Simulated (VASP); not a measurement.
# RuS: single point with r2SCAN+U

The system is RuS.

```
Ru S
1.0
     0.00000    2.54676    2.54676
     2.54676    0.00000    2.54676
     2.54676    2.54676    0.00000
Ru S
1 1
Direct
  0.50000 0.50000 0.50000
  0.00000 0.00000 0.00000
```

The cell comes from a database or a generator and needn't be the stable form of this composition.

```yaml
Program: VASP 6.6.1
Task: single point
Functional: r2SCAN
Potentials_or_basis: VASP PAW PBE potentials, release 64 (Ru_pv, S)
Cutoff: 520 eV
k_mesh: 6 × 6 × 6
Occupations: gaussian, width 0.05 eV
Spin: collinear spin, zero start
Starting_moments: "[0.0, 0.0] μB"
Hubbard_terms: Ru d U = 6 eV
```

| Quantity | Value |
| --- | --- |
| Pressure | 2.1 GPa |
| Band gap on the k mesh | 1.25 eV, indirect (least direct gap 1.59 eV) |
| Net moment | 0.00 μB per cell |
| Valence electrons inside the program's atomic spheres | Ru 12.40; S 3.79 |

Levels at points of the mesh, in eV from the valence-band top:
Spin up:
```tsv
k point	band 7	band 8	band 9	band 10	band 11	band 12	band 13	band 14
(0.00, 0.00, 0.00)	-2.82	-0.51	-0.51	-0.51	1.25	1.25	5.53	11.90
(0.50, 0.00, 0.00)	-3.54	-1.14	-1.14	-0.61	5.56	6.34	6.34	8.81
(0.50, 0.50, 0.00)	-1.96	-1.96	-1.38	-1.38	1.99	3.74	4.93	10.02
```
Spin down:
| k point | band 8 | band 9 | band 10 | band 11 | band 12 | band 13 |
| --- | --- | --- | --- | --- | --- | --- |
| (0.00, 0.00, 0.00) | -0.51 | -0.51 | -0.51 | 1.25 | 1.25 | 5.53 |
| (0.50, 0.00, 0.00) | -1.14 | -1.14 | -0.61 | 5.56 | 6.34 | 6.34 |
| (0.50, 0.50, 0.00) | -1.96 | -1.38 | -1.38 | 1.99 | 3.74 | 4.93 |

Eigenvalues of the final occupation matrices:
```csv
site,spin,trace,eigenvalues
site 1 d,1,3.04,0.19 0.19 0.89 0.89 0.89
site 1 d,2,3.04,0.19 0.19 0.89 0.89 0.89
```

Wall time 69 s on 1 thread of Intel(R) Xeon(R) Platinum 8375C CPU @ 2.90GHz (Ice Lake), with other jobs on the host, peak memory 0.19 GiB.

Caveat: the PAW data sets were made with another functional, which shifts forces and pressure a little. A k mesh can miss the band edges.
